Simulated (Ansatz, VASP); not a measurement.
One calculation of MoS2, two programs

The input INCAR:

```
PREC     = Accurate       # precision mode
ENCUT    = 520            # plane-wave cutoff, eV
EDIFF    = 1E-7           # SCF threshold, eV
ISMEAR   = 1              # smearing method
SIGMA    = 0.1            # smearing width, eV
LREAL    = False          # projectors in reciprocal space
LASPH    = True           # aspherical terms in the spheres
NELM     = 80             # most SCF steps
ALGO     = Normal         # electronic algorithm
ISIF     = 2              # what is computed and relaxed
LWAVE    = False          # write WAVECAR
LCHARG   = False          # write CHGCAR
GGA      = PS             # functional
NBANDS   = 20             # bands
```

Contents of KPOINTS:

```
Automatic mesh
0
Gamma
  10 10 5
```

File POSCAR:

```
MoS2
1.0
    3.2559022802      0.0000000000      0.0000000000
   -1.6279506357      2.8196934011      0.0000000000
    0.0000000000      0.0000000000      6.3680923681
Mo S
1 2
Direct
    0.0000000000      0.0000000000      0.5000000000
    0.3333333333      0.6666666667      0.2553190000
    0.6666666667      0.3333333333      0.7446810000
```

Input for Ansatz:

```yaml
crystal:
  lattice:
    - [3.255902280240966, 0.0, 0.0]
    - [-1.6279506357149696, 2.819693401113256, 0.0]
    - [0.0, 0.0, 6.36809236805342]
  atoms:
    - { symbol: Mo, position: [0.0, 0.0, 0.5] }
    - { symbol: S, position: [0.3333333333333333, 0.6666666666666666, 0.255319] }
    - { symbol: S, position: [0.6666666666666666, 0.3333333333333333, 0.744681] }
basis:
  ecutwfc: 450.0
kpoints:
  mp_grid:
    grid: [10, 10, 5]
hamiltonian:
  xc: pbesol
scf:
  occupations:
    method: methfessel_paxton
output:
  stress: true
```

Measurements of this composition are mostly on another form, of space group No. 194.

Alike in both runs: task single point; functional PBEsol; k mesh 10 × 10 × 5; no spin polarisation.

```csv
,VASP,Ansatz
version,VASP 6.6.1,Ansatz 0.2.0
potentials or method,"VASP PAW PBE potentials, release 64 (Mo_sv, S)","plane waves, PAW"
plane-wave cutoff (eV),520,450
occupations,"methfessel-paxton of order 1, width 0.1 eV",methfessel-paxton of order 1
valence electrons in the cell,26,26
```

```tsv
	VASP	Ansatz	Ansatz less VASP
pressure (GPa)	-6.5	-6.5	-0.01
largest component of the traceless stress (GPa)	2.36	2.35	-0.018
```

Caveats: the PAW data sets were made with another functional, which shifts forces and pressure a little (VASP); this functional lacks dispersion, which binds the layers, so the pressure and a relaxed spacing across them are unreliable.
